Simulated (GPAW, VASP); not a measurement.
Given: the input of a run of GPAW 26.7.0 (ASE script) on HfB2. 

File run.py:

```python
from ase.dft.bandgap import bandgap
from ase.io import read, write
from ase.units import GPa
from gpaw import GPAW, PW

atoms = read('POSCAR')

calc = GPAW(mode=PW(800),
            xc='LDA',
            kpts={'size': (10, 10, 8), 'gamma': True},
            occupations={'name': 'fermi-dirac', 'width': 0.05},
            setups={'Hf': ':d,5.0'},
            nbands=20,
            convergence={'density': 1e-05, 'energy': 1e-05},
            maxiter=150,
            txt='gpaw.txt')
atoms.calc = calc
energy = atoms.get_potential_energy()
forces = atoms.get_forces()
stress = atoms.get_stress()
calc.write('gs.gpw')
write('result.traj', atoms)
print(f'Energy: {energy:.6f} eV')
print('Forces (eV/A):')
print(forces.round(4))
print('Stress (GPa):', (stress / GPa).round(3))
print('Fermi level:', round(calc.get_fermi_level(), 4), 'eV')
print(f'Gap: {bandgap(calc)[0]:.4f} eV, direct: {bandgap(calc, direct=True)[0]:.4f} eV')
```

File POSCAR:

```
HfB2
1.0
    3.1400000000      0.0000000000      0.0000000000
   -1.5700000000      2.7193197679      0.0000000000
    0.0000000000      0.0000000000      3.4800000000
Hf B
1 2
Direct
    0.0000000000      0.0000000000      0.0000000000
    0.6666666667      0.3333333333      0.5000000000
    0.3333333333      0.6666666667      0.5000000000
```

Potentials or basis: the program's PAW data sets (release 1.2.1) made for this functional, pw.

The run is started by

```sh
$ OMP_NUM_THREADS=1 python run.py
```

**Question.** Translate it to VASP 6.6.1. Potentials or basis there: LDA PAW files B, Hf_pv, 520 eV.

**Answer.** As run (cutoffs and basis follow the program's own potentials, and thresholds, step limits or extra output files can differ):

INCAR

```
SYSTEM = HfB2
ALGO = Fast
EDIFF = 1E-7
ENCUT = 520
ISIF = 2
ISMEAR = -1
LASPH = .True.
LCHARG = .False.
LDAU = .True.
LDAUJ = 0 0
LDAUL = 2 -1
LDAUPRINT = 1
LDAUTYPE = 2
LDAUU = 5 0
LMAXMIX = 4
LREAL = .False.
LWAVE = .False.
NBANDS = 15
NELM = 100
PREC = Accurate
SIGMA = 0.05
```

The input KPOINTS:

```
k-points
0
Gamma
  10 10 8
  0 0 0
```

Contents of POSCAR:

```
HfB2
1.0
    3.1400000000      0.0000000000      0.0000000000
   -1.5700000000      2.7193197679      0.0000000000
    0.0000000000      0.0000000000      3.4800000000
Hf B
1 2
Direct
    0.0000000000      0.0000000000      0.0000000000
    0.6666666667      0.3333333333      0.5000000000
    0.3333333333      0.6666666667      0.5000000000
```

Potentials or basis: VASP PAW LDA potentials, release 64 (Hf_pv, B).

The run is started by

```console
$ cat potpaw_LDA.64/Hf_pv/POTCAR potpaw_LDA.64/B/POTCAR > POTCAR
$ mpirun -np 1 vasp_std > vasp.out
```

Both were run:

|  | GPAW | VASP |
| --- | --- | --- |
| Pressure | 5.1 GPa | 4.8 GPa |

The potentials hold 18 and 16 valence electrons a cell.

The two programs' LDA may be different fits to the electron gas.

How U acts hangs on each program's projectors.

Pressure is positive in compression.
